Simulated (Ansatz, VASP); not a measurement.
# BP in two plane-wave programs

Aim: how closely do two programs agree when they are given the same cell, functional and k mesh? The structure shown is the end of the Ansatz relaxation below.

Program: Ansatz 0.2.0. Level of theory: plane waves, with VASP 6.6.1 beside it; single point at LDA. Results are calculated unless marked as measured.

## (1) Starting point

Symmetry: I-4m2, No. 119, tetragonal system. Conventional cell: a = 3.169 Å, b = 3.169 Å, c = 4.535 Å, α = 90.00°, β = 90.00°, γ = 90.00°. Nearest to B lie 4 P at 1.95 Å. Nearest to P lie 4 B at 1.95 Å. Farther neighbours are not listed.

## (2) Ansatz: relaxation, LDA

Ansatz runs on its PAW soft_1 files.

This run makes the geometry at which the two programs are then compared.

File input.yaml:

```yaml
crystal:
  lattice:
    - [0.0, 2.2452912049, 2.267744117]
    - [2.2452912049, 0.0, 2.267744117]
    - [2.2452912049, 2.2452912049, 0.0]
  atoms:
    - { symbol: B, position: [0.0, 0.0, 0.0] }
    - { symbol: P, position: [0.75, 0.75, 0.75] }
  conventional_axes: [[-1, 1, 1], [1, -1, 1], [1, 1, -1]]
kpoints:
  mp_grid: { grid: [12, 12, 12] }
hamiltonian:
  xc: lda
  pseudopotentials: { kind: paw, azcp: { folder: soft_1 }, xc_functional: pbe }
scf:
  occupations: { method: gaussian, width: 0.02 }
output:
  forces: true
  stress: true
  eigenvalues: true
relax:
  adjacent_minimum: "off"
  f_tol: 0.001
  max_steps: 60
  cell: { stress_tol: 0.01, fix: [c, angles] }
```

Run with:

```bash
ansatz run input.yaml --threads 4 --pin off --max-ram 10240MiB --backend cpu --events-out ev --progress --plain --runs-dir out
```

Numbers of over 12 decimals in the logs are rounded to 6 here.

Log:

```text
Engine: ansatz 0.2.0, aarch64-unknown-linux-gnu
Pseudopotentials: kind: paw
Pseudopotential: B, paw, valence charge 3, recommended cutoff 420 eV (normal), soft_1/B.paw.azcp
Pseudopotential: P, paw, valence charge 5, recommended cutoff 420 eV (normal), soft_1/P.paw.azcp
Functional definition: SPW92
  exchange = slater_x
  correlation = pw_c
Crystal: 2 atoms, lattice volume = 22.865 Å³
Basis set: ecut = 420 eV, 459 PW (Γ)
Bands: 8, of which v1, the nominal top of the filled ones, is band 4 counted from 1 (3 counted from 0)
Symmetry: 8 space group operations
Space group: I-4m2 (ITA 119), of the structure as read, at distance tolerance 2.8e-5 Å
k-points: 163 of 1728 (time reversal used)
Non-local potential: B, projectors of the file, l = 0: 2, l = 1: 2, l = 2: 1
Non-local potential: P, projectors of the file, l = 0: 2, l = 1: 2, l = 2: 1
PAW form: soft (Blöchl's): semilocal exchange-correlation on the pseudo side does not see the compensation charge
PAW frozen core: B, regenerated for the run's functional, and the local potential with it (the file was generated under x = pbe(κ = 0.804, μ = 0.219515), c = pbe(β = 0.066725))
PAW frozen core: P, regenerated for the run's functional, and the local potential with it (the file was generated under x = pbe(κ = 0.804, μ = 0.219515), c = pbe(β = 0.066725))
PAW one-centre angular grid: B, 110 points (default); XC on 64 Gauss nodes
PAW one-centre angular grid: P, 110 points (default); XC on 64 Gauss nodes
Initial density: superposition of atomic densities (chi_scale 0.1, normalization cell, long waves kept (reshape's long-wave potential 0.00 eV rms))
Initial wavefunctions: pseudopotential atomic-orbital guess
Functional: x = slater, c = lda
SCF iter   1: F=—  HF=-877.458813 eV  |F-HF|=—  |Δ(HF+E_count)|=         —  Δρ=9.47e-2  dr2=2.30e0  ethr=3.10e-3  ⟨swp⟩=6.3  Hψ=12585  notcnv=0
preconditioner: auto → none  [insulator: Δε(μ)=1.928 eV  Ē_g=13.049 eV  σ=0.020 eV  W_gap=1.00  n_scr=0 (ndim 8)  ℏωp=22.0 eV  f_vac=0.000  D(μ)=0.00/eV (n_scr^D=0)  ε∞_Penn≈3.8]
SCF iter   2: F=—  HF=-876.691472 eV  |F-HF|=—  |Δ(HF+E_count)|=   7.67e-1  Δρ=2.98e-2  dr2=1.56e-1  ethr=3.10e-3  ⟨swp⟩=3.0  Hψ=3996  notcnv=0
SCF iter   3: F=—  HF=-876.640403 eV  |F-HF|=—  |Δ(HF+E_count)|=   5.11e-2  Δρ=1.13e-2  dr2=1.84e-2  ethr=1.95e-3  ⟨swp⟩=3.0  Hψ=2608  notcnv=0
SCF iter   4: F=—  HF=-876.634951 eV  |F-HF|=—  |Δ(HF+E_count)|=   5.45e-3  Δρ=1.57e-3  dr2=2.63e-4  ethr=2.30e-4  ⟨swp⟩=3.0  Hψ=2603  notcnv=0
SCF iter   5: F=—  HF=-876.634898 eV  |F-HF|=—  |Δ(HF+E_count)|=   5.31e-5  Δρ=6.02e-5  dr2=3.02e-7  ethr=3.28e-6  ⟨swp⟩=2.9  Hψ=2075  notcnv=0
SCF iter   6: F=—  HF=-876.634898 eV  |F-HF|=—  |Δ(HF+E_count)|=   5.12e-7  Δρ=1.18e-5  dr2=1.46e-8  ethr=1.25e-9  ⟨swp⟩=7.0  Hψ=7765  notcnv=0
SCF iter   7: F=-876.634898 eV  HF=-876.634898 eV  |F-HF|=6.53e-11  |Δ(HF+E_count)|=   2.42e-9  Δρ=6.55e-7  dr2=1.08e-10  ethr=1.82e-10  ⟨swp⟩=2.0  Hψ=4253  notcnv=0
SCF 1 converged in 7 iterations: F = -876.634898 eV  dr2 = 1.08e-10
  greatest PAW one-centre occupation: 0.762 electrons in one spin orbital (limit 2), on the P atom at site 1 (counted from 0), in its partial waves of l = 0
relax step   1: F+E_penalty+E_count = -876.63489759 eV  Δ(F+E_penalty+E_count) = +0.000e0 eV  max|allowed force component| = 2.082e-16 eV/Å  Δτ_max = 0.0000 Å  P = -1.718 GPa  Ω = 22.865 Å³  fix = [c, alpha, beta, gamma]  reactions: c -3.545 GPa  (7 SCF iters, dr2 threshold 1.00e-7 eV, accepted)
[...]
relax step   2: F+E_penalty+E_count = -876.63511350 eV  Δ(F+E_penalty+E_count) = -2.159e-4 eV  max|allowed force component| = 1.093e-16 eV/Å  Δτ_max = 0.0000 Å  P = -1.317 GPa  Ω = 22.811 Å³  energy of the carried Pulay correction = +3.268e-5 eV  fix = [c, alpha, beta, gamma]  reactions: c -3.368 GPa  (4 SCF iters, dr2 threshold 2.00e-7 eV, accepted)
[...]
relax step   3: F+E_penalty+E_count = -876.63515960 eV  Δ(F+E_penalty+E_count) = -4.610e-5 eV  max|allowed force component| = 1.041e-16 eV/Å  Δτ_max = 0.0000 Å  P = -1.090 GPa  Ω = 22.781 Å³  energy of the carried Pulay correction = +5.126e-5 eV  fix = [c, alpha, beta, gamma]  reactions: c -3.269 GPa  (3 SCF iters, dr2 threshold 2.00e-7 eV, accepted)
[...]
relax step   4: F+E_penalty+E_count = -876.63511055 eV  Δ(F+E_penalty+E_count) = +4.905e-5 eV  max|allowed force component| = 1.405e-16 eV/Å  Δτ_max = 0.0000 Å  P = -1.091 GPa  Ω = 22.781 Å³  fix = [c, alpha, beta, gamma]  reactions: c -3.269 GPa  stress off target by 2.74e-3 GPa on what of the cell is left free  SCF on the basis re-selected at this cell (its energy is not comparable with the rows above)  (6 SCF iters)
basis re-selected at this cell: Δ(F+E_penalty+E_count) = +4.905e-5 eV, ΔP = -0.001 GPa vs the last step (what re-selecting the basis moved, of the pressure what is left beyond the Pulay correction that the steps carried, after the strain that the cell walked since its last selection, with what the two solves' SCF thresholds leave and, on support functions, any second-order correction that the steps lacked; it is no m [...]
SCF converged after 6 iterations
Free energy (F): -876.635111 eV
Harris-Foulkes:  -876.635111 eV  (|F-HF|=5.68e-13)
Internal energy: -876.635111 eV  (E = F + TS)
E sigma→0 (E₀):  -876.635111 eV
Fermi energy:    9.949694 eV
--- Per-component energies (eV) ---
  E_band       = 22.561693
  E_kinetic    = 122.088828
  E_local      = -61.605274  (includes V_loc(G=0)·N_el)
  E_nonlocal   = 41.736681
  E_hartree    = 16.758015
  E_xc         = -106.458938
  E_vxc        = -101.876857  (∫ρ·V_xc dr)
  E_paw        = -601.408635  (= ΣΔE_a)
  E_vpaw       = -11.297722  (= ΣTr[D̂ρ^β])
  E_aug_tail   = 0.000008  (compensation charges beyond the density's cutoff)
  E_ewald      = -287.908981
  E_core_change = 0.163186  (= ΣΔE_core)
  E_smearing   = -0.000000  (= −TS)
  E_closure    = 0.000000  (closes the sum)
  Σ components = -876.635111   (vs F -876.635111, Δ=0.00e0)
--- Forces (eV/Å), atoms counted from 1 ---
  atom   1  B     -0.00000000     0.00000000    -0.00000000
  atom   2  P      0.00000000    -0.00000000     0.00000000
  max |Σ_I F_I| component: 2.19e-16 eV/Å
--- Stress (GPa, compression-positive) ---
       -0.002738       0.000000      -0.000000
        0.000000      -0.002738       0.000000
       -0.000000       0.000000      -3.268804
  P = ⅓ Tr σ = -1.0914 GPa (-10.914 kbar)
--- Band table (eV; the first three rows and the last of 163) ---
  k-point 0: bands = ["-6.2391", "9.3009", "9.4188", "9.4188", "12.7741", "12.7741", "12.8384", "17.1059"]
  k-point 1: bands = ["-6.1115", "8.4117", "9.1229", "9.2046", "13.0759", "13.0848", "13.1836", "17.4493"]
  k-point 2: bands = ["-5.7316", "6.5198", "8.6550", "8.7549", "13.4338", "13.7003", "13.7338", "18.2783"]
  k-point 162: bands = ["-1.3608", "0.6920", "5.2679", "5.2679", "10.7236", "11.0197", "21.5571", "21.5571"]
--- Relaxed structure (3 steps of the walk, 3 accepted, 1 SCFs on fresh bases) ---
  F+E_penalty+E_count = -876.63511055 eV   max|allowed force component| = 1.405e-16 eV/Å   (the final SCF, on the basis selected at the relaxed cell)
  cell:  # Å, volume = 22.7810 Å³
    - [0, 2.241166, 2.267744117]
    - [2.241166, 0, 2.267744117]
    - [2.241166, 2.241166, 0]
  atoms:
    - { symbol: B, position: [0, 0, 0] }
    - { symbol: P, position: [0.750000, 0.750000, 0.750000] }
```

## (3) VASP: single point, LDA, pair 1

The same cell, functional (in two slightly different forms), mesh and smearing now go to VASP, with its own data sets.

Lines of VASP's logs that name or quote its potential files are left out, and so is its time.

File INCAR:

```
SYSTEM = BP
PREC = Accurate
ENCUT = 500
EDIFF = 1E-06
NELM = 120
ISMEAR = 0
SIGMA = 0.02
LREAL = .FALSE.
ALGO = Normal
GGA = CA
NBANDS = 10
LORBIT = 11
LWAVE = .FALSE.
LCHARG = .FALSE.
ISIF = 2
LASPH = .TRUE.
GGA_COMPAT = .FALSE.
EFERMI = MIDGAP
```

File POSCAR:

```
BP
1.0
    0.0000000000      2.2411658047      2.2677441170
    2.2411658047      0.0000000000      2.2677441170
    2.2411658047      2.2411658047      0.0000000000
B P
1 1
Direct
    0.0000000000      0.0000000000      0.0000000000
    0.7500000000      0.7500000000      0.7500000000
```

File KPOINTS:

```
Automatic mesh
0
Gamma
12 12 12
0 0 0
```

PAW data sets: B and P (LDA family, release 64).

Run with:

```bash
mpirun -np 1 vasp_std
```

Log:

```text
[banner, memory and clock lines left out]
running    1 mpi-ranks, on    1 nodes
 distrk:  each k-point on    1 cores,    1 groups
 distr:  one band on    1 cores,    1 groups

 POSCAR found type information on POSCAR B P
 POSCAR found :  2 types and       2 ions
 LDA part: xc-table for (Slater(with rela. corr.)+CA(PZ))
 , standard interpolation
 POSCAR, INCAR and KPOINTS ok, starting setup
 FFT: planning ... GRIDC
 FFT: planning ... GRID_SOFT
 FFT: planning ... GRID
 WAVECAR not read
 entering main loop
       N       E                     dE             d eps       ncg     rms          rms(c)
DAV:   1     0.690783016665E+01    0.69078E+01   -0.39370E+03  3268   0.698E+02
DAV:   2    -0.147481264769E+02   -0.21656E+02   -0.20673E+02  4572   0.110E+02
DAV:   3    -0.152792695379E+02   -0.53114E+00   -0.52994E+00  4010   0.160E+01
DAV:   4    -0.152812868531E+02   -0.20173E-02   -0.20171E-02  4056   0.112E+00
DAV:   5    -0.152812954778E+02   -0.86246E-05   -0.86245E-05  3878   0.688E-02    0.761E+00
DAV:   6    -0.145304003366E+02    0.75090E+00   -0.17572E+00  3600   0.619E+00    0.403E+00
DAV:   7    -0.144099762780E+02    0.12042E+00   -0.28691E-01  4184   0.287E+00    0.130E+00
DAV:   8    -0.143969846145E+02    0.12992E-01   -0.34932E-02  3878   0.104E+00    0.242E-01
DAV:   9    -0.143970121382E+02   -0.27524E-04   -0.73769E-04  3696   0.204E-01    0.158E-01
DAV:  10    -0.143970084782E+02    0.36600E-05   -0.14278E-04  3616   0.718E-02    0.346E-02
DAV:  11    -0.143970103273E+02   -0.18491E-05   -0.56210E-06  3968   0.132E-02    0.366E-02
DAV:  12    -0.143970100062E+02    0.32110E-06   -0.17965E-06  1974   0.618E-03
   1 F= -.14397010E+02 E0= -.14397010E+02  d E =0.000000E+00
```

OUTCAR, selected parts (step 3):

```text
ion  position               nearest neighbor table
   1  0.000  0.000  0.000-   2 1.95   2 1.95   2 1.95   2 1.95
   2  0.750  0.750  0.750-   1 1.95   1 1.95   1 1.95   1 1.95

  LATTYP: Found a body centered tetragonal cell.
 ALAT       =     3.1694870765
 C/A-ratio  =     1.4309849274

 Subroutine GETGRP returns: Found  8 space group operations
 (whereof  8 operations were pure point group operations)

The static configuration has the point symmetry D_2d.

 Found    163 irreducible k-points:

   k-points           NKPTS =    163   k-points in BZ     NKDIM =    163   number of bands    NBANDS=     10

   dimension x,y,z NGX =    24 NGY =   24 NGZ =   24
   dimension x,y,z NGXF=    48 NGYF=   48 NGZF=   48

   ENCUT  =  500.0 eV  36.75 Ry    6.06 a.u.   5.81  5.81  5.78*2*pi/ulx,y,z

   NELECT =       8.0000    total number of electrons

 k-points in reciprocal lattice and weights: Automatic mesh
   0.00000000  0.00000000  0.00000000       0.001
   0.08333333  0.00000000  0.00000000       0.005
   0.16666667 -0.00000000  0.00000000       0.005
   0.25000000  0.00000000  0.00000000       0.005
   0.33333333  0.00000000  0.00000000       0.005
   0.41666667  0.00000000  0.00000000       0.005
   0.50000000  0.00000000  0.00000000       0.002
   0.08333333  0.08333333  0.00000000       0.001
   0.16666667  0.08333333  0.00000000       0.005
[...]
-0.33333333  0.16666667  0.50000000       0.002
  -0.25000000  0.25000000  0.50000000       0.001

 average (electrostatic) potential at core
       1 -29.6416       2 -81.9753

 E-fermi :   8.2808

 k-point     1 :       0.0000    0.0000    0.0000
  band No.  band energies     occupation
      1      -7.9045      2.00000
      2       7.6313      2.00000
      3       7.7494      2.00000
      4       7.7494      2.00000
      5      11.1077      0.00000
      6      11.1077      0.00000
      7      11.1724      0.00000
      8      15.4641      0.00000
      9      19.1459      0.00000
    ...

 k-point     2 :       0.0833    0.0000    0.0000
  band No.  band energies     occupation
      1      -7.7768      2.00000
      2       6.7414      2.00000
      3       7.4529      2.00000
      4       7.5346      2.00000
      5      11.4106      0.00000
      6      11.4203      0.00000
      7      11.5206      0.00000
      8      15.8042      0.00000
      9      19.2562      0.00000
    ...

 k-point     3 :       0.1667   -0.0000    0.0000
  band No.  band energies     occupation
      1      -7.3967      2.00000
      2       4.8496      2.00000
      3       6.9846      2.00000
      4       7.0845      2.00000
      5      11.7771      0.00000
      6      12.0377      0.00000
      7      12.0719      0.00000
      8      16.6266      0.00000
      9      18.6013      0.00000
    ...

  Total       -0.0164486     -0.0164486     -0.4815037      0.0000000      0.0000000      0.0000000
  in kB       -1.1568227     -1.1568227    -33.8639924      0.0000000      0.0000000      0.0000000
  external PRESSURE =     -12.0592126 kB  Pullay stress =       0.0000000 kB

  energy-cutoff  :      500.00
  volume of cell :       22.78
      direct lattice vectors                 reciprocal lattice vectors
     0.000000000  2.241165805  2.267744117    -0.223098175  0.223098175  0.220483429
     2.241165805  0.000000000  2.267744117     0.223098175 -0.223098175  0.220483429
     2.241165805  2.241165805  0.000000000     0.223098175  0.223098175 -0.220483429

 POSITION                                       TOTAL-FORCE (eV/Angst)
 -----------------------------------------------------------------------------------
      0.00000      0.00000      0.00000        -0.000000     -0.000000      0.000000
      3.36175      3.36175      3.40162         0.000000      0.000000     -0.000000
 -----------------------------------------------------------------------------------
    total drift:                                0.000000      0.000000     -0.000000

  FREE ENERGIE OF THE ION-ELECTRON SYSTEM (eV)
  ---------------------------------------------------
  free  energy   TOTEN  =       -14.3970100062 eV

  energy  without entropy=      -14.3970100062  energy(sigma->0) =      -14.39701001

 total charge
# of ion       s       p       d       tot
------------------------------------------
    1        0.666   1.312   0.000   1.978
    2        0.994   1.598   0.000   2.592
--------------------------------------------------
tot          1.661   2.910   0.000   4.570

[... 3 further parts left out ...]
```

The gap is read on the k-mesh alone, so it is an upper bound where the band edges lie off the mesh.

## (4) Differences

Known differences besides the potentials themselves: the two LDA forms differ slightly; the cutoff is 420 eV in Ansatz and 500 eV in VASP; VASP's log shows a relativistic correction to its local exchange, Ansatz's none; Ansatz's pressure holds a Pulay correction, VASP's none. Total energies have different zeros and are not compared.

Compared:

```tsv
quantity	Ansatz	VASP	difference
pressure (GPa)	-1.09	-1.21	+0.11
gap on the k mesh (eV)	1.062	1.063	-0.001
```

A gap on the mesh is an upper bound, since the band edges may lie between its points.

## (5) Ansatz: relaxation, LDA

This run makes the geometry at which the two programs are then compared. The cell compared in this pair holds 22.50 Å³, against 22.78 Å³ for the pair before.

The structure compared here is the end of the Ansatz relaxation.

Changes to input.yaml since step 2:

```diff
@@ -2,4 +2,4 @@
   lattice:
-    - [0.0, 2.2452912049, 2.267744117]
-    - [2.2452912049, 0.0, 2.267744117]
+    - [0.0, 2.2452912049, 2.2228382929]
+    - [2.2452912049, 0.0, 2.2228382929]
     - [2.2452912049, 2.2452912049, 0.0]
```

Run with:

```bash
ansatz run input.yaml --threads 4 --pin off --max-ram 10240MiB --backend cpu --events-out ev --progress --plain --runs-dir out
```

Log:

```text
[...]
Crystal: 2 atoms, lattice volume = 22.412 Å³
Basis set: ecut = 420 eV, 427 PW (Γ)
Bands: 8, of which v1, the nominal top of the filled ones, is band 4 counted from 1 (3 counted from 0)
Symmetry: 8 space group operations
[...]
k-points: 163 of 1728 (time reversal used)
[...]
P = ⅓ Tr σ = 1.0898 GPa (10.898 kbar)
--- Band table (eV; the first three rows and the last of 163) ---
[...]
--- Relaxed structure (3 steps of the walk, 3 accepted, 1 SCFs on fresh bases) ---
[...]
cell:  # Å, volume = 22.4997 Å³
    - [0, 2.249675, 2.2228382929]
    - [2.249675, 0, 2.2228382929]
    - [2.249675, 2.249675, 0]
  atoms:
    - { symbol: B, position: [0, 0, 0] }
    - { symbol: P, position: [0.75, 0.75, 0.75] }
[key lines of the parts left out:]
SCF converged after 5 iterations
Free energy (F): -876.635106 eV
Fermi energy:    10.106448 eV
```

## (6) VASP: single point, LDA, pair 2

The same cell, functional (in two slightly different forms), mesh and smearing now go to VASP, with its own data sets.

INCAR is that of step 3.

File POSCAR:

```
BP
1.0
    0.0000000000      2.2496754674      2.2228382929
    2.2496754674      0.0000000000      2.2228382929
    2.2496754674      2.2496754674      0.0000000000
B P
1 1
Direct
    0.0000000000      0.0000000000      0.0000000000
    0.7500000000      0.7500000000      0.7500000000
```

KPOINTS is that of step 3.

Run with:

```bash
mpirun -np 1 vasp_std
```

Log:

```text
[... set-up lines as in an earlier step ...]
 entering main loop
       N       E                     dE             d eps       ncg     rms          rms(c)
DAV:   1     0.695904865249E+01    0.69590E+01   -0.39552E+03  3276   0.695E+02
DAV:   2    -0.147897277796E+02   -0.21749E+02   -0.20819E+02  4588   0.112E+02
DAV:   3    -0.153097551440E+02   -0.52003E+00   -0.51907E+00  4046   0.159E+01
DAV:   4    -0.153117151148E+02   -0.19600E-02   -0.19597E-02  4018   0.111E+00
[...]
DAV:  10    -0.143970940838E+02    0.42309E-05   -0.14288E-04  3632   0.717E-02    0.351E-02
DAV:  11    -0.143970959174E+02   -0.18336E-05   -0.57637E-06  3924   0.134E-02    0.375E-02
DAV:  12    -0.143970956065E+02    0.31093E-06   -0.17863E-06  1988   0.619E-03
   1 F= -.14397096E+02 E0= -.14397096E+02  d E =0.000000E+00
```

(Continued in part 2 of 2.)

[Lines on the potential files, build, host, timing and source positions are cut from VASP's logs without a mark.]

[Logs are printed without paths, hosts, clocks, repeated set-up lines and the standing remarks that a program may print on its own settings, such as how far it seeks lower states.]

[Hosts, paths, dates, database ids (printed as entryN), source tags and the programs' standing remarks are cut or masked in the printed files.]
